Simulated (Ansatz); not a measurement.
What moves the field gradients of B6As?

Cell of run 1: a computed structure from the Materials Project (it need not be an observed phase), taken as it stands.

```yaml
crystal:
  lattice:
    - [3.06842, 1.77155, 3.96494]
    - [-3.06842, 1.77155, 3.96494]
    - [0.00000, -3.54311, 3.96494]
  atoms:
    - { symbol: B, position: [0.01529, 0.01529, 0.32488] }
    - { symbol: B, position: [0.01529, 0.32488, 0.01529] }
    - { symbol: B, position: [0.82186, 0.27249, 0.82186] }
    - { symbol: B, position: [0.82186, 0.82186, 0.27249] }
    - { symbol: B, position: [0.27249, 0.82186, 0.82186] }
    - { symbol: B, position: [0.72751, 0.17814, 0.17814] }
    - { symbol: B, position: [0.17814, 0.72751, 0.17814] }
    - { symbol: B, position: [0.17814, 0.17814, 0.72751] }
    - { symbol: B, position: [0.98471, 0.67512, 0.98471] }
    - { symbol: B, position: [0.98471, 0.98471, 0.67512] }
    - { symbol: B, position: [0.67512, 0.98471, 0.98471] }
    - { symbol: B, position: [0.32488, 0.01529, 0.01529] }
    - { symbol: As, position: [0.60055, 0.60055, 0.60055] }
    - { symbol: As, position: [0.39945, 0.39945, 0.39945] }
```

Atoms are numbered from 1 in the order listed; like atoms form one site, named after its first atom.

All runs are DFT with Ansatz 0.2.0 (plane waves and PAW, scalar-relativistic unless spin–orbit coupling is named, Γ-centred meshes, Fermi–Dirac smearing where given) in this cell.

Run 1: PBE, gradients read without the response of the cores, atoms as given; 420 eV, 6×6×6 k-points, smearing 0.05 eV.
Run 2: r2SCAN, gradients read without the response of the cores, atoms as given; 500 eV, 6×6×6 k-points, smearing 0.05 eV.
Run 3: PBEsol, gradients read without the response of the cores, atoms as given; 420 eV, 6×6×6 k-points, smearing 0.05 eV; the PAW files are those made for PBE.

(1) What does each run give, and what moves the gradients most?

Results:

(1) 

```tsv
run	B1 V_zz (η)	B3 V_zz (η)	As V_zz (η)
1	-1.30 (0.25)	0.30 (0.62)	17.92 (0.00)
2	-1.33 (0.25)	0.33 (0.60)	18.62 (0.00)
3	-1.29 (0.25)	0.30 (0.60)	18.22 (0.00)
```

V_zz in 10²¹ V/m². Against run 1, the gradient tensors on these sites move by at most 0.70 in run 2 (As), 0.30 in run 3 (As).
